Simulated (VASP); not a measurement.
# Be2C (Fm-3m) in VASP: settings compared

One crystal, Be2C, is run at these levels: PBE, PBEsol; tasks: equation of state.

Program: VASP 6.6.1. These are calculated values, not measurements. Logs are shortened: lines on timing, memory, paths and dates and some standing lists are left out, and cuts for length are marked.

### Step 1. The structure

The structure is cubic, space group Fm-3m (No. 225). The conventional cell has a = 4.330 Å, b = 4.330 Å, c = 4.330 Å, α = 90.00°, β = 90.00°, γ = 90.00°. Around C (site symmetry m-3m) lie 8 Be at 1.87 Å. Be (site symmetry -43m) has 4 C at 1.87 Å as nearest neighbours.

### Step 2. Equation of state, PBE, 6.36 Å³/atom (volume scaled by 0.94)

The input, INCAR:

```
  PREC = Accurate
  ENCUT = 520
  EDIFF = 1E-7
  ISMEAR = -1
  SIGMA = 0.05
  LREAL = F
  LASPH = T
  NELM = 100
  ALGO = Normal
  ISIF = 2
  LWAVE = F
  LCHARG = F
  GGA = PE
  NBANDS = 11
```

The input, KPOINTS:

```
Automatic mesh
0
Gamma
  11 11 11
```

The input, POSCAR:

```
Be2C
1.0
    0.0000000000      2.1208039254      2.1208039254
    2.1208039254      0.0000000000      2.1208039254
    2.1208039254      2.1208039254      0.0000000000
C Be
1 2
Direct
    0.0000000000      0.0000000000      0.0000000000
    0.7500000000      0.7500000000      0.7500000000
    0.2500000000      0.2500000000      0.2500000000
```

Potentials or basis: VASP PAW PBE potentials, release 64 (C, Be).

Command:

```sh
cat potpaw_PBE.64/C/POTCAR potpaw_PBE.64/Be/POTCAR > POTCAR
mpirun -np 1 vasp_std > vasp.out
```

OUTCAR:

```text
PREC = Accurate
   ENCUT = 520
   EDIFF = 1E-7
   ISMEAR = -1
   LREAL = F
   LASPH = T
   NELM = 100
   ISIF = 2
   GGA = PE

 ion  position               nearest neighbor table
   1  0.000  0.000  0.000-   2 1.84   2 1.84   2 1.84   3 1.84   3 1.84   3 1.84   3 1.84   2 1.84

   2  0.750  0.750  0.750-   1 1.84   1 1.84   1 1.84   1 1.84   3 2.12   3 2.12   3 2.12   3 2.12
                             3 2.12   3 2.12
   3  0.250  0.250  0.250-   1 1.84   1 1.84   1 1.84   1 1.84   2 2.12   2 2.12   2 2.12   2 2.12
                             2 2.12   2 2.12

  LATTYP: Found a face centered cubic cell.
 ALAT       =     4.2416078508

  Lattice vectors:

 A1 = (   0.0000000000,   2.1208039254,   2.1208039254)
 A2 = (   2.1208039254,   0.0000000000,   2.1208039254)
 A3 = (   2.1208039254,   2.1208039254,   0.0000000000)

Analysis of symmetry for initial positions (statically):
=====================================================================
 Subroutine PRICEL returns:
 Original cell was already a primitive cell.

 Routine SETGRP: Setting up the symmetry group for a
 face centered cubic supercell.

 Subroutine GETGRP returns: Found 48 space group operations
 (whereof 48 operations were pure point group operations)
 out of a pool of 48 trial point group operations.

The static configuration has the point symmetry O_h .

Analysis of symmetry for dynamics (positions and initial velocities):
=====================================================================
 Subroutine PRICEL returns:
 Original cell was already a primitive cell.

 Routine SETGRP: Setting up the symmetry group for a
 face centered cubic supercell.

 Subroutine GETGRP returns: Found 48 space group operations
 (whereof 48 operations were pure point group operations)
 out of a pool of 48 trial point group operations.

The dynamic configuration has the point symmetry O_h .

 Subroutine INISYM returns: Found 48 space group operations
 (whereof 48 operations are pure point group operations),
 and found     1 'primitive' translations

----------------------------------------------------------------------------------------

                                     Primitive cell

  volume of cell :      19.0779

  direct lattice vectors                    reciprocal lattice vectors
     0.000000000  2.120803925  2.120803925    -0.235759654  0.235759654  0.235759654
     2.120803925  0.000000000  2.120803925     0.235759654 -0.235759654  0.235759654
     2.120803925  2.120803925  0.000000000     0.235759654  0.235759654 -0.235759654

  length of vectors
     2.999269674  2.999269674  2.999269674     0.408347699  0.408347699  0.408347699

  position of ions in fractional coordinates (direct lattice)
     0.000000000  0.000000000  0.000000000
     0.750000000  0.750000000  0.750000000
     0.250000000  0.250000000  0.250000000

  ion indices of the primitive-cell ions
   primitive index   ion index
                 1           1
                 2           2
                 3           3

----------------------------------------------------------------------------------------

 KPOINTS: Automatic mesh

Automatic generation of k-mesh.
 Grid dimensions read from file:
 generate k-points for:   11   11   11

 Generating k-lattice:

  Cartesian coordinates                     Fractional coordinates (reciprocal lattice)
    -0.021432696  0.021432696  0.021432696     0.090909091  0.000000000  0.000000000
     0.021432696 -0.021432696  0.021432696     0.000000000  0.090909091  0.000000000
     0.021432696  0.021432696 -0.021432696     0.000000000  0.000000000  0.090909091

  Length of vectors
     0.037122518  0.037122518  0.037122518

  Shift w.r.t. Gamma in fractional coordinates (k-lattice)
     0.000000000  0.000000000  0.000000000

 Subroutine IBZKPT returns following result:
 ===========================================

 Found     56 irreducible k-points:

 Following reciprocal coordinates:
            Coordinates               Weight
  0.000000  0.000000  0.000000      1.000000
  0.090909  0.000000  0.000000      8.000000
  0.181818  0.000000  0.000000      8.000000
  0.272727  0.000000  0.000000      8.000000
  0.363636  0.000000  0.000000      8.000000
  0.454545  0.000000  0.000000      8.000000
[... 42 lines left out ...]
 -0.363636  0.363636  0.090909     48.000000
 -0.272727  0.363636  0.090909     24.000000
 [... further k-points ...]
   k-points           NKPTS =     56   k-points in BZ     NKDIM =     56   number of bands    NBANDS=     11
   number of dos      NEDOS =    301   number of ions     NIONS =      3
   total plane-waves  NPLWV =  13824
   dimension x,y,z NGX =    24 NGY =   24 NGZ =   24
   dimension x,y,z NGXF=    48 NGYF=   48 NGZF=   48
   ions per type =               1   2
   NGX,Y,Z   is equivalent  to a cutoff of  13.30, 13.30, 13.30 a.u.
   NGXF,Y,Z  is equivalent  to a cutoff of  26.61, 26.61, 26.61 a.u.
 SYSTEM =  unknown system
   PREC   = accura    normal or accurate (medium, high low for compatibility)
   ISTART =      0    job   : 0-new  1-cont  2-samecut
   ICHARG =      2    charge: 1-file 2-atom 10-const
   ISPIN  =      1    spin polarized calculation?
   LNONCOLLINEAR =      F non collinear calculations
   LSORBIT =      F    spin-orbit coupling
   LASPH  =      T    aspherical Exc in radial PAW
   ENCUT  =  520.0 eV  38.22 Ry    6.18 a.u.   5.58  5.58  5.58*2*pi/ulx,y,z
   NELM   =    100;   NELMIN=  2; NELMDL= -5     # of ELM steps
   EDIFF  = 0.1E-06   stopping-criterion for ELM
   LREAL  =      F    real-space projection
   EDIFFG = 0.1E-05   stopping-criterion for IOM
   NSW    =      0    number of steps for IOM
   IBRION =     -1    ionic relax: 0-MD 1-quasi-New 2-CG
   NFREE  =      0    steps in history (QN), initial steepest desc. (CG)
   ISIF   =      2    stress and relaxation
   ISYM   =      2    0-nonsym 1-usesym 2-fastsym
   POTIM  = 0.5000    time-step for ionic-motion
   TEBEG  =    0.0;   TEEND  =   0.0 temperature during run
   PSTRESS=    0.0 pullay stress
   NELECT =       8.0000    total number of electrons
   NUPDOWN=      -1.0000    fix difference up-down
   EMIN   =  10.00;   EMAX   =-10.00  energy-range for DOS
   EFERMI =   0.00;   METHOD = LEGACY
   ISMEAR =    -1;   SIGMA  =   0.05  broadening in eV -4-tet -1-fermi 0-gaus
   EFERMI_NEDOS =   21; number of points for ismear=-14 and -15
   IALGO  =     38    algorithm
   IMIX   =      4    mixing-type and parameters
     AMIX     =   0.40;   BMIX     =  1.00
     AMIX_MAG =   1.60;   BMIX_MAG =  1.00
  volume/ion in A,a.u.               =       6.36        42.91
  Fermi-wavevector in a.u.,A,eV,Ry     =   1.225352  2.315580 20.428989  1.501488
  Thomas-Fermi vector in A             =   2.360393
   LORBIT       =      0    0 simple, 1 ext, 2 COOP (PROOUT), +10 PAW based schemes
   GGA     = PE    functional components
   LHFCALC =     F    Hartree Fock is set to
   AEXX    =    0.0000 exact exchange contribution
   IVDW    =     0    specifies the selected vdW correction
   LEPSILON=     F    determine dielectric tensor
   LRPA    =     F    only Hartree local field effects (RPA)
 non-spin polarized calculation
  energy-cutoff  :      520.00
  volume of cell :       19.08
 maximum number of plane-waves:       532
   NGX = 11   NGY = 11   NGZ = 11

 number of electron       7.9999999 magnetization

 Free energy of the ion-electron system (eV)
  ---------------------------------------------------
  ext. energy  EPLUGINS =         0.00000000
  ---------------------------------------------------
  free energy    TOTEN  =       -17.40371934 eV

  energy without entropy =      -17.40371931  energy(sigma->0) =      -17.40371933

 E-fermi :   8.9652     XC(G=0): -11.6804

 val. band max:        8.3394390722   @ k =   0.0000   0.0000   0.0000
 cond. band min:       9.6206845683   @ k =   0.4545   0.4545   0.0000
 fundamental gap:      1.2812454960
 Fermi energy:         8.9651991940

 k-point     1 :       0.0000    0.0000    0.0000
  band No.  band energies     occupation
      1      -7.1561      2.00000
      2       8.3394      1.99999
      3       8.3394      1.99999
      4       8.3394      1.99999
      5      12.5816      0.00000
      6      12.5816      0.00000
      7      12.5816      0.00000
      8      15.7812      0.00000
      9      21.9921      0.00000
     10      21.9921      0.00000
     11      21.9921      0.00000

 k-point     2 :       0.0909    0.0000    0.0000
  band No.  band energies     occupation
      1      -7.0195      2.00000
      2       7.1578      2.00000
      3       8.0651      2.00000
      4       8.0651      2.00000
      5      12.9806      0.00000
      6      12.9806      0.00000
      7      13.3875      0.00000
      8      16.0510      0.00000
      9      20.9994      0.00000
     10      20.9994      0.00000
     11      22.3640      0.00000

 k-point     3 :       0.1818    0.0000    0.0000
  band No.  band energies     occupation
      1      -6.6133      2.00000
      2       4.9866      2.00000
      3       7.5093      2.00000
      4       7.5093      2.00000
      5      13.7174      0.00000
      6      13.7174      0.00000
      7      14.4409      0.00000
      8      16.7846      0.00000
      9      19.9791      0.00000
     10      19.9791      0.00000
     11      23.4129      0.00000
[... 491 lines left out ...]
 k-point    39 :       0.4545    0.1818    0.0909
  band No.  band energies     occupation
      1      -4.7853      2.00000
      2       1.0922      2.00000
      3       4.8152      2.00000
      4       6.0782      2.00000
      5      13.6798      0.00000
      6      15.0246      0.00000
      7      16.8271      0.00000
      8      17.7391      0.00000
      9      20.5722      0.00000
     10      24.0459      0.00000
     11      26.1661      0.00000

 k-point    40 :      -0.4545    0.1818    0.0909
  band No.  band energies     occupation
      1      -4.0186      2.00000
      2      -0.1943      2.00000
      3       4.8772      2.00000
      4       5.5574      2.00000
      5      13.5473      0.00000
      6      14.7613      0.00000
      7      17.3670      0.00000
      8      19.0648      0.00000
      9      21.6341      0.00000
     10      23.1408      0.00000
     11      26.4201      0.00000

 [... further k-points ...]

------------------------ aborting loop because EDIFF is reached ----------------------------------------

  FORCE on cell =-STRESS in cart. coord.  units (eV):
  Direction    XX          YY          ZZ          XY          YZ          ZX
  --------------------------------------------------------------------------------------
  -------------------------------------------------------------------------------------
  Total        1.6781785      1.6781785      1.6781785      0.0000000     -0.0000000      0.0000000
  in kB      140.9344577    140.9344577    140.9344577      0.0000000     -0.0000000      0.0000000
  external PRESSURE =     140.9344577 kB  Pullay stress =       0.0000000 kB

 VOLUME and BASIS-vectors are now :
 -----------------------------------------------------------------------------
  energy-cutoff  :      520.00
  volume of cell :       19.08
      direct lattice vectors                 reciprocal lattice vectors
     0.000000000  2.120803925  2.120803925    -0.235759654  0.235759654  0.235759654
     2.120803925  0.000000000  2.120803925     0.235759654 -0.235759654  0.235759654
     2.120803925  2.120803925  0.000000000     0.235759654  0.235759654 -0.235759654

 POSITION                                       TOTAL-FORCE (eV/Angst)
 -----------------------------------------------------------------------------------
      0.00000      0.00000      0.00000         0.000000      0.000000     -0.000000
      3.18121      3.18121      3.18121        -0.000000     -0.000000     -0.000000
      1.06040      1.06040      1.06040         0.000000     -0.000000      0.000000
 -----------------------------------------------------------------------------------
    total drift:                               -0.000000     -0.000000      0.000000

  FREE ENERGIE OF THE ION-ELECTRON SYSTEM (eV)
  ---------------------------------------------------
  free  energy   TOTEN  =       -17.4037193382 eV

  energy  without entropy=      -17.4037193125  energy(sigma->0) =      -17.40371933
```

Wall time 10 s (1 thread of Intel Xeon Platinum 8488C (Sapphire Rapids), shared host); peak memory 0.14 GiB.

Results:

* Free energy: -17.4037 eV
* Pressure: 14.1 GPa
* Band gap on the k mesh: 1.28 eV, indirect (least direct gap 4.24 eV)

Caveat: an odd mesh through Γ misses points on the zone boundary, where band edges often lie.

[end of part 1 of 2]
